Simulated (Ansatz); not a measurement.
# Blue phosphorene bilayer (AB) in a perpendicular field, part 2 of 4

Aim: how the blue phosphorene bilayer (AB) screens a field along its normal, and what the field does to its bands. A positive field points along +c.

Ansatz 0.2.0; plane-wave DFT, PBE-D3(BJ), Ansatz PAW (the session's first sound run).

So far. Step 2 (Relaxation): The lattice constant a goes from 3.280 to 3.257 Å.

## (3) Single point, field 0

A sawtooth potential applies the field, turning back in the middle of the vacuum. With the dipole correction the typed value is the field outside the slab. The induced dipole is small, so the SCF threshold is tight.

The cell differs from the one that the last finished run ended in (c 35.160 → 23.823 Å).

input.yaml

```yaml
crystal:
  lattice:
    - [3.2572614148, 0.0, 0.0]
    - [-1.6286307074, 2.820871132, 0.0]
    - [0.0, 0.0, 23.8234973553]
  atoms:
    - { symbol: P, position: [0.6666666667, 0.3333333333, 0.3777782861] }
    - { symbol: P, position: [0.3333333333, 0.6666666667, 0.4299479883] }
    - { symbol: P, position: [0.0, 0.0, 0.5700520117] }
    - { symbol: P, position: [0.6666666667, 0.3333333333, 0.6222217139] }
kpoints:
  mp_grid: { grid: [18, 18, 1] }
  band_path:
    path: [[0, 0, 0], [0.5, 0, 0], [0.33333333, 0.33333333, 0], [0, 0, 0]]
    npoints: 16
hamiltonian:
  xc: pbe
  dispersion: d3bj
scf:
  occupations: { method: fermi_dirac, width: 0.02585 }
  convergence: { dr2_threshold: 1.0e-10 }
efield:
  axis: 3
  dipole_correction: true
  ramp_position: 0.97
  ramp_width: 0.06
  amplitude: 0
output:
  dos: { projected: true, e_range: [-6, 5] }
  bader: true
  write_potential: true
  write_density: true
  volumetric_format: npy
  elf: true
```

The run is started by

```
> ansatz run input.yaml --threads 2 --pin off --max-ram 3072MiB --backend cpu --events-out ev --progress --plain --runs-dir out
```

Numbers of over 12 decimals in the logs are rounded to 6 here.

Output:

```text
[...]
Crystal: 4 atoms, lattice volume = 218.898 Å³
Basis set: ecut = 420 eV, 4363 PW (Γ)
Bands: 14, of which v1, the nominal top of the filled ones, is band 10 counted from 1 (9 counted from 0)
Symmetry: 6 space group operations
k-points: 37 of 324 (time reversal used)
[...]
SCF iter   1: F=—  HF=-3023.647531 eV  |F-HF|=—  |Δ(HF+E_count)|=         —  Δρ=1.44e-3  dr2=2.44e-2  ethr=1.77e-3  p=0.000 e·Å  D=1.50e-14 V/Å  ΔV_dip=-0.00 eV  dr2_dipole=2.17e-7  V_vac-E_F(+/−)=4.84/4.84 eV  ⟨swp⟩=10.4  Hψ=4821  notcnv=0
efield: sawtooth ramp at fractional position 0.9700 (set: `efield.ramp_position`, or a place that a band, a saddle search or an elastic batch's reference lends), width 0.0600; the density the first Hamiltonian is built on has a dipole p = 0.000 e·Å; the dipole correction subtracts the counter field D = 1.50e-14 V/Å, which shifts the + side's vacuum level by -0.00 eV against the − side's; the planar-averaged density in the ramp window peaks in size at 2.3e-6 e/Å³
[...]
SCF iter   2: F=—  HF=-3023.661826 eV  |F-HF|=—  |Δ(HF+E_count)|=   1.43e-2  Δρ=2.66e-3  dr2=1.29e-1  ethr=1.22e-4  p=-0.000 e·Å  D=-3.00e-4 V/Å  ΔV_dip=0.01 eV  dr2_dipole=3.02e-6  V_vac-E_F(+/−)=5.20/5.19 eV  ⟨swp⟩=4.6  Hψ=1539  notcnv=0
[...]
SCF iter  11: F=-3023.645119 eV  HF=-3023.645119 eV  |F-HF|=4.59e-11  |Δ(HF+E_count)|=  9.09e-13  Δρ=7.06e-8  dr2=5.70e-11  ethr=1.00e-12  p=0.000 e·Å  D=2.96e-7 V/Å  ΔV_dip=-0.00 eV  dr2_dipole=1.06e-12  V_vac-E_F(+/−)=5.02/5.02 eV  ⟨swp⟩=3.7  Hψ=1713  notcnv=0
SCF 1 converged in 11 iterations: F = -3023.645119 eV  dr2 = 5.70e-11
[...]
NSCF: frozen V_eff on 49 k-points
efield: sawtooth ramp at fractional position 0.9700 (kept from the solve that this one continues, or follows in the run), width 0.0600; the density the first Hamiltonian is built on has a dipole p = 0.000 e·Å; the dipole correction subtracts the counter field D = 2.96e-7 V/Å, which shifts the + side's vacuum level by -0.00 eV against the − side's; the planar-averaged density in the ramp window peaks in size at 6.9e-8 e/Å³
WARN: The output density's exchange-correlation potential varies sharply where the density is thin. Do not read a vacuum level from v_tot or v_xc, or from such a field of the output density. On a cell that repeats whose density bears no net charge and no dipole along the vacuum's axis use v_es (v_loc + v_h of the components); under efield.dipole_correction with no amplitude use v_es + v_field, which holds any externa [...]
SCF converged after 11 iterations
Free energy (F): -3023.645119 eV
[...]
Internal energy: -3023.645119 eV  (E = F + TS)
E sigma→0 (E₀):  -3023.645119 eV
Fermi energy:    -0.691377 eV
Dipole field:    D = -0.000001 V/Å  (p = -0.000001 e·Å, saw-weighted, corrected)
Work function:   Φ+ = 5.0222 eV   Φ− = 5.0221 eV
Levels:          The Fermi level and band energies are counted from a zero that moves with the ramp; work functions are not
[...]
--- Band table (eV; the first three rows and the last of 37) ---
  k-point 0: bands = [... 6 lower, -1.9218, -1.9180, -1.9180, -1.4490, 2.0657, 2.0657, 2.0737, 2.1568]
  k-point 1: bands = [... 6 lower, -2.3560, -2.0484, -2.0318, -1.4222, 1.9230, 2.0179, 2.2176, 2.3153]
  k-point 2: bands = [... 6 lower, -2.8194, -2.3571, -2.3291, -1.3678, 1.5590, 1.6472, 2.5921, 2.7009]
  k-point 36: bands = [... 6 lower, -3.7032, -3.6738, -3.6738, -3.5111, 0.2736, 0.2737, 2.9848, 3.6704]
--- Bader charges: 4 sites ---
  site symbol  charge [e]  shift [e]
     0      P     -0.0034     0.0001
     1      P      0.0034     0.0001
     2      P      0.0034     0.0001
     3      P     -0.0034     0.0001
  estimated error of the sums over rays = 2.0e-4 e
```

The job ended after 42 s (2 threads of Intel Xeon 6975P-C (Granite Rapids), shared host; peak memory 0.51 GiB; 47 s of CPU time).

The column dr2 measures how far the density is from self-consistency, as an energy; F and HF (Harris–Foulkes) agree once it is small.

Numbers from this step:

| Property | Result |
| --- | --- |
| gap on the k-mesh | 1.173 eV |
| dipole along the normal | -1.25e-6 e·Å |
| gap along the path | 1.159 eV |
| smallest direct gap along the path | 1.707 eV |
| ionisation energy, upper face | 5.624 eV |
| electron affinity, upper face | 4.465 eV |
| gap, the smaller of path and mesh | 1.159 eV |

Running mean over a fixed 2.5 Å (it still follows the layers) of the planar mean; the ramp of the sawtooth is left out. The electron's electrostatic potential energy less the Fermi level by z:

z (Å), electron's electrostatic potential energy less the Fermi level (eV) and a bar from the least value:
```
        3        5.0 ##############################
        4        5.0 ##############################
        5        5.0 ##############################
        6        5.0 ##############################
        7        4.2 ############################
        8       -1.4 #################
        9       -7.8 ####
       10       -9.2 #
       11       -3.1 ##############
       12        0.8 ######################
       13       -4.1 ############
       14       -9.9 
       15       -6.6 #######
       16       -0.2 ####################
       17        4.5 #############################
       18        5.0 ##############################
       19        5.0 ##############################
       20        5.0 ##############################
```

The density of states has structure finer than the step of the table below, so its rows give means over 0.25 eV, whole bins alone (the curve runs from -6 to 2.52 eV). Peaks (eV: height): -5.340: 3.81, -4.920: 4.07, -2.170: 4.57, -1.670: 5.69, -0.620: 7.93, 0.970: 4.68, 2.130: 4.07.

Table of density of states by energy, zero at the Fermi level of the run, which the smearing sets inside the gap; means over each step:

| energy (eV) | density of states (states/eV a cell) |
| --- | --- |
| -5.75 | 0.672 |
| -5.50 | 1.98 |
| -5.25 | 2.47 |
| -5.00 | 3.28 |
| -4.75 | 2.46 |
| -4.50 | 2.09 |
| -4.25 | 2.00 |
| -4.00 | 2.34 |
| -3.75 | 2.97 |
| -3.50 | 2.83 |
| -3.25 | 1.74 |
| -3.00 | 1.18 |
| -2.75 | 2.05 |
| -2.50 | 2.16 |
| -2.25 | 2.68 |
| -2.00 | 3.31 |
| -1.75 | 4.12 |
| -1.50 | 1.46 |
| -1.25 | 0.935 |
| -1.00 | 0.792 |
| -0.75 | 2.15 |
| -0.50 | 0.468 |
| -0.25 | 0 |
| 0.00 | 0 |
| 0.25 | 0 |
| 0.50 | 0.0630 |
| 0.75 | 0.765 |
| 1.00 | 1.89 |
| 1.25 | 2.60 |
| 1.50 | 2.73 |
| 1.75 | 2.28 |
| 2.00 | 2.90 |
| 2.25 | 2.87 |

Projected DOS per atom over height of the atomic layer and energy from the Fermi level. Layers: P P P P from below.

Ten even steps from '0' (0.00 states/eV) to '9' (0.89 states/eV), each cell a mean:
```
5665
6776
6666
5555
2222
0000
0000
0000
4554
2222
6666
9999
7667
6556
3333
7777
7777
5555
6666
8778
5665
1111
```
Columns: height of the atomic layer (Å) from 9 to 14.8 (not evenly spaced); rows upwards: energy from the Fermi level (eV) from -5.96 to 2.5.

The electronic bands at the labelled points (eV, zero at the Fermi level of the run, which the smearing sets inside the gap):

| point | band 7 | band 8 | band 9 | band 10 | band 11 | band 12 | band 13 | band 14 |
| --- | --- | --- | --- | --- | --- | --- | --- | --- |
| Γ | -1.23 | -1.23 | -1.23 | -0.76 | 2.76 | 2.76 | 2.77 | 2.85 |
| halfway | -2.62 | -2.58 | -1.72 | -0.71 | 1.10 | 1.24 | 3.64 | 4.10 |
| M | -3.45 | -3.41 | -2.88 | -2.24 | 0.76 | 0.96 | 1.75 | 2.92 |
| halfway | -3.77 | -3.74 | -2.73 | -2.24 | 1.39 | 2.18 | 2.99 | 3.14 |
| K | -3.01 | -2.98 | -2.98 | -2.82 | 0.96 | 0.96 | 3.68 | 4.36 |
| halfway | -3.93 | -3.89 | -1.61 | -0.74 | 2.17 | 2.67 | 3.07 | 3.19 |
| Γ | -1.23 | -1.23 | -1.23 | -0.76 | 2.76 | 2.76 | 2.77 | 2.85 |

Electrostatic potential energy in the ca plane at fractional y = 0.333, with atoms of P within 0.2 Å of it. With pseudopotentials it is smooth inside the atoms' cores, unlike the true potential.

Ten even steps from '0' (-55 eV) to '9' (4 eV), each cell a mean:
```
99999999999987557899999999988755799999999999
99999999999972004899999999987200389999999999
99999999999960002799999999986000279999999999
99999999999972014899999999987300489999999999
99999999999987667889999999988766899999999999
99999999999999888888999999888888999999999999
99999999999999998778999998878899999999999999
99999999999999888888999999888888999999999999
```
Columns run along c (16.0 Å, from fractional 0.16 to 0.83 of the cell; values clipped at the 3rd and 97th percentile), rows up along a (3.3 Å). Atoms in or near the plane, at fractional coordinates: P at (0.38, 0.67), P at (0.62, 0.67).

ELF in the ca plane at fractional y = 0.333, with atoms of P within 0.2 Å of it. It is the smooth field of the valence electrons, not physical close to the nuclei.

Values, 5 rows by 16 columns, each cell a mean:
```
0.00 0.00 0.07 0.57 0.88 0.63 0.55 0.19 0.06 0.32 0.66 0.71 0.84 0.32 0.02 0.00
0.00 0.00 0.16 0.80 0.92 0.11 0.39 0.05 0.01 0.13 0.38 0.37 0.95 0.55 0.04 0.00
0.00 0.00 0.07 0.59 0.89 0.62 0.55 0.19 0.05 0.30 0.65 0.69 0.85 0.33 0.02 0.00
0.00 0.00 0.01 0.09 0.31 0.50 0.64 0.55 0.19 0.67 0.61 0.41 0.23 0.04 0.00 0.00
0.00 0.00 0.01 0.08 0.28 0.48 0.64 0.57 0.19 0.68 0.60 0.39 0.20 0.03 0.00 0.00
```
Columns run along c (16.0 Å, from fractional 0.16 to 0.83 of the cell), rows up along a (3.3 Å). Atoms in or near the plane, at fractional coordinates: P at (0.38, 0.67), P at (0.62, 0.67).

Valence density in the ca plane at fractional y = 0.333, with atoms of P within 0.2 Å of it. It is the smooth field of the valence electrons, not physical close to the nuclei.

Ten even steps from '0' (0.00 e/Å³) to '9' (0.73 e/Å³), each cell a mean:
```
00000000000136787532100001246887521000000000
00000000000378568521000000136866952000000000
00000000001388237521000000136623962000000000
00000000000278678521000000136867951000000000
00000000000135787532100001246776521000000000
00000000000012345553210012455543110000000000
00000000000001234554210013455421100000000000
00000000000012345543200012455543210000000000
```
Columns run along c (16.0 Å, from fractional 0.16 to 0.83 of the cell), rows up along a (3.3 Å). Atoms in or near the plane, at fractional coordinates: P at (0.38, 0.67), P at (0.62, 0.67).

The gap is 1.16 eV, with the valence edge 5.62 eV and the conduction edge 4.46 eV under the upper vacuum level.

## (4) Atoms held, field 0.1 V/Å

Edit input.yaml of step 3 so:

```diff
@@ -26,6 +26,4 @@
   ramp_width: 0.06
-  amplitude: 0
+  amplitude: 0.1
 output:
-  dos: { projected: true, e_range: [-6, 5] }
-  bader: true
   write_potential: true
@@ -33,2 +31 @@
   volumetric_format: npy
-  elf: true
```

Output:

```text
[...]
Crystal: 4 atoms, lattice volume = 218.898 Å³
Basis set: ecut = 420 eV, 4363 PW (Γ)
Bands: 14, of which v1, the nominal top of the filled ones, is band 10 counted from 1 (9 counted from 0)
Symmetry: 6 space group operations
k-points: 37 of 324 (time reversal used)
[...]
--- Band table (eV; the first three rows and the last of 37) ---
  k-point 0: bands = [... 6 lower, -1.9583, -1.8826, -1.8826, -1.4485, 2.0519, 2.0519, 2.0577, 2.1714]
  k-point 1: bands = [... 6 lower, -2.3257, -2.0794, -2.0019, -1.4216, 1.9091, 2.0307, 2.2040, 2.3278]
  k-point 2: bands = [... 6 lower, -2.8209, -2.3840, -2.3033, -1.3672, 1.5442, 1.6609, 2.5796, 2.7123]
  k-point 36: bands = [... 6 lower, -3.7133, -3.7077, -3.6410, -3.5020, 0.2357, 0.3105, 2.9832, 3.6290]
[key lines of the parts left out:]
SCF converged after 14 iterations
Free energy (F): -3023.647048 eV
Fermi energy:    -0.692831 eV
Dipole field:    D = 0.031882 V/Å  (p = 0.038568 e·Å, saw-weighted, corrected)
```

Elapsed: 14 s, on 2 threads; peak memory 0.47 GiB.

The dipole is 0.0386 e·Å, and the gap 1.155 eV.

## (5) Atoms held, field -0.1 V/Å

Edit input.yaml of step 4 so:

```diff
@@ -26,3 +26,3 @@
   ramp_width: 0.06
-  amplitude: 0.1
+  amplitude: -0.1
 output:
```

Output:

```text
[...]
Crystal: 4 atoms, lattice volume = 218.898 Å³
Basis set: ecut = 420 eV, 4363 PW (Γ)
Bands: 14, of which v1, the nominal top of the filled ones, is band 10 counted from 1 (9 counted from 0)
Symmetry: 6 space group operations
k-points: 37 of 324 (time reversal used)
[...]
--- Band table (eV; the first three rows and the last of 37) ---
  k-point 0: bands = [... 6 lower, -1.9583, -1.8826, -1.8826, -1.4485, 2.0519, 2.0519, 2.0577, 2.1714]
  k-point 1: bands = [... 6 lower, -2.3257, -2.0794, -2.0019, -1.4216, 1.9091, 2.0307, 2.2040, 2.3278]
  k-point 2: bands = [... 6 lower, -2.8209, -2.3840, -2.3033, -1.3672, 1.5442, 1.6609, 2.5796, 2.7123]
  k-point 36: bands = [... 6 lower, -3.7133, -3.7077, -3.6410, -3.5020, 0.2357, 0.3105, 2.9832, 3.6290]
[key lines of the parts left out:]
SCF converged after 14 iterations
Free energy (F): -3023.647048 eV
Fermi energy:    -0.692831 eV
Dipole field:    D = -0.031882 V/Å  (p = -0.038567 e·Å, saw-weighted, corrected)
```

The job ended after 13 s (2 threads; peak memory 0.48 GiB; 14 s of CPU time).

The dipole is -0.0386 e·Å, and the gap 1.155 eV.

## (6) Single point, field 0.5 V/Å

Edit input.yaml of step 5 so:

```diff
@@ -26,3 +26,3 @@
   ramp_width: 0.06
-  amplitude: -0.1
+  amplitude: 0.5
 output:
```

Output:

```text
[...]
Crystal: 4 atoms, lattice volume = 218.898 Å³
Basis set: ecut = 420 eV, 4363 PW (Γ)
Bands: 14, of which v1, the nominal top of the filled ones, is band 10 counted from 1 (9 counted from 0)
Symmetry: 6 space group operations
k-points: 37 of 324 (time reversal used)
[...]
--- Band table (eV; the first three rows and the last of 37) ---
  k-point 0: bands = [... 6 lower, -2.1209, -1.7470, -1.7470, -1.4371, 1.8921, 1.9060, 1.9060, 2.2208]
  k-point 1: bands = [... 6 lower, -2.2413, -2.1897, -1.8670, -1.4102, 1.7606, 2.0587, 2.1467, 2.2247]
  k-point 2: bands = [... 6 lower, -2.8547, -2.5445, -2.1696, -1.3548, 1.3939, 1.7822, 2.4286, 2.4370]
  k-point 36: bands = [... 6 lower, -3.8591, -3.8529, -3.5236, -3.3822, 0.0741, 0.4442, 2.9459, 3.4518]
[key lines of the parts left out:]
SCF converged after 15 iterations
Free energy (F): -3023.693399 eV
Fermi energy:    -0.723204 eV
Dipole field:    D = 0.159879 V/Å  (p = 0.193407 e·Å, saw-weighted, corrected)
```

Run time: 14 s. Hardware: 2 threads; peak memory 0.47 GiB; 15 s of CPU time.

The dipole is 0.193 e·Å, and the gap 1.062 eV.

## (7) Single point, field -0.3 V/Å

Edit input.yaml of step 6 so:

```diff
@@ -26,4 +26,6 @@
   ramp_width: 0.06
-  amplitude: 0.5
+  amplitude: -0.3
 output:
+  dos: { projected: true, e_range: [-6, 5] }
+  bader: true
   write_potential: true
@@ -31 +33,2 @@
   volumetric_format: npy
+  elf: true
```

Output:

```text
[...]
Crystal: 4 atoms, lattice volume = 218.898 Å³
Basis set: ecut = 420 eV, 4363 PW (Γ)
Bands: 14, of which v1, the nominal top of the filled ones, is band 10 counted from 1 (9 counted from 0)
Symmetry: 6 space group operations
k-points: 37 of 324 (time reversal used)
[...]
k-point 2: bands = [... 6 lower, -2.8326, -2.4619, -2.2341, -1.3628, 1.4754, 1.7203, 2.5156, 2.7675]
  k-point 36: bands = [... 6 lower, -3.7785, -3.7750, -3.5793, -3.4488, 0.1566, 0.3804, 2.9707, 3.5425]
--- Bader charges: 4 sites ---
  site symbol  charge [e]  shift [e]
     0      P      0.0149     0.0000
     1      P     -0.0082     0.0000
     2      P      0.0150     0.0001
     3      P     -0.0217     0.0001
  estimated error of the sums over rays = 2.1e-4 e
[key lines of the parts left out:]
SCF converged after 13 iterations
Free energy (F): -3023.662484 eV
Fermi energy:    -0.703799 eV
Dipole field:    D = -0.095741 V/Å  (p = -0.115819 e·Å, saw-weighted, corrected)
```

Elapsed: 36 s, on 2 threads; peak memory 0.48 GiB; 46 s of CPU time.

The dipole is -0.116 e·Å, and the gap 1.122 eV.

## (8) Response, atoms held

This step: plane-wave DFT, PBE-D3(BJ), Ansatz PAW; response to a field along the normal, atoms held (Ansatz 0.2.0).

The dipoles give the slope, and the difference of two potentials shows where the field is screened.

This step gave:

| Quantity | Value |
| --- | --- |
| equivalent conductor thickness p/(ε₀AE) | 7.595 Å |
| distance between the outer atoms | 5.823 Å |

Dipole of the cell against applied field:

| applied field (V/Å) | dipole of the cell (e·Å) |
| --- | --- |
| -0.300 | -0.116 |
| -0.100 | -0.0386 |
| 0.000 | -1.2e-6 |
| 0.100 | 0.0386 |
| 0.500 | 0.193 |

Local field over the applied field, running mean. From the potentials at -0.1 and 0.1 V/Å; running mean over 2.5 Å. Local field over applied field against z:

z (Å), local field over applied field and a bar:
```
      4.5      0.997 ##############################
      5.0      0.992 ##############################
      5.5      0.980 #############################
      6.0      0.949 ############################
      6.5      0.880 ##########################
      7.0      0.757 ######################
      7.5      0.592 #################
      8.0      0.417 ###########
      8.5      0.246 ######
      9.0      0.118 ##
      9.5      0.058 
     10.0      0.065 
     10.5      0.123 ##
     11.0      0.205 #####
     11.5      0.261 #######
     12.0      0.272 #######
     12.5      0.247 ######
     13.0      0.176 ####
     13.5      0.097 #
     14.0      0.055 
     14.5      0.072 #
     15.0      0.156 ###
     15.5      0.304 ########
     16.0      0.479 #############
     16.5      0.653 ###################
     17.0      0.807 ########################
     17.5      0.910 ###########################
     18.0      0.963 #############################
     18.5      0.986 ##############################
     19.0      0.995 ##############################
     19.5      0.998 ##############################
```

Electrons, planar mean, per unit field. Table of induced electron density by z:

| z (Å) | induced electron density (e/Å³ per V/Å) |
| --- | --- |
| 4.02 | 4.3e-6 |
| 4.47 | 1.1e-5 |
| 4.91 | 2.9e-5 |
| 5.36 | 7.3e-5 |
| 5.66 | 1.3e-4 |
| 6.10 | 3.1e-4 |
| 6.55 | 6.8e-4 |
| 7.00 | 0.00143 |
| 7.44 | 0.00261 |
| 7.89 | 0.00344 |
| 8.34 | 0.00220 |
| 8.78 | 7.4e-4 |
| 9.08 | 9.6e-4 |
| 9.53 | 3.0e-4 |
| 9.98 | -8.1e-4 |
| 10.42 | -5.1e-4 |
| 10.87 | -0.00150 |
| 11.32 | -0.00204 |
| 11.76 | -6.3e-4 |
| 12.06 | 6.3e-4 |
| 12.51 | 0.00204 |
| 12.95 | 0.00150 |
| 13.40 | 5.1e-4 |
| 13.85 | 8.1e-4 |
| 14.29 | -3.0e-4 |
| 14.74 | -9.6e-4 |
| 15.04 | -7.4e-4 |
| 15.49 | -0.00220 |
| 15.93 | -0.00344 |
| 16.38 | -0.00261 |
| 16.83 | -0.00143 |
| 17.27 | -6.8e-4 |
| 17.72 | -3.1e-4 |
| 18.17 | -1.3e-4 |
| 18.46 | -7.3e-5 |
| 18.91 | -2.9e-5 |
| 19.36 | -1.1e-5 |
| 19.80 | -4.3e-6 |

The smaller of the gaps on the path and on the k-mesh, counted as 0 under 0.03 eV. Table of gap by applied field:

| applied field (V/Å) | gap (eV) |
| --- | --- |
| -0.300 | 1.12 |
| -0.100 | 1.15 |
| 0.000 | 1.16 |
| 0.100 | 1.15 |
| 0.500 | 1.06 |

By hand: between -0.1 and 0.1 V/Å the dipole changes by 0.07714 e·Å, a slope of 0.3857 e·Å²/V. A perfect conductor of thickness t has p = ε₀AEt, so t = 180.95 × 0.3857 / 9.188 = 7.60 Å (e/ε₀ = 180.95 V·Å, A in Å²).

The induced dipole is that of a conductor 7.60 Å thick.

(Continued in part 3 of 4.)

[Logs are printed without paths, hosts, clocks, repeated set-up lines and the standing remarks that a program may print on its own settings, such as how far it seeks lower states.]

[Hosts, paths, dates, database ids (printed as entryN), source tags and the programs' standing remarks are cut or masked in the printed files.]

[Maps of the electrostatic potential energy from Ansatz leave out the sawtooth potential of an applied field or a dipole correction, so their vacuum need not be flat; planar profiles and work functions include it.]

[The density of states shown here was stored with 400 of the rows of the run's finer table, so its peaks can read low, often by over a quarter, or be missed, and its means over a window can be off by a tenth or more.]
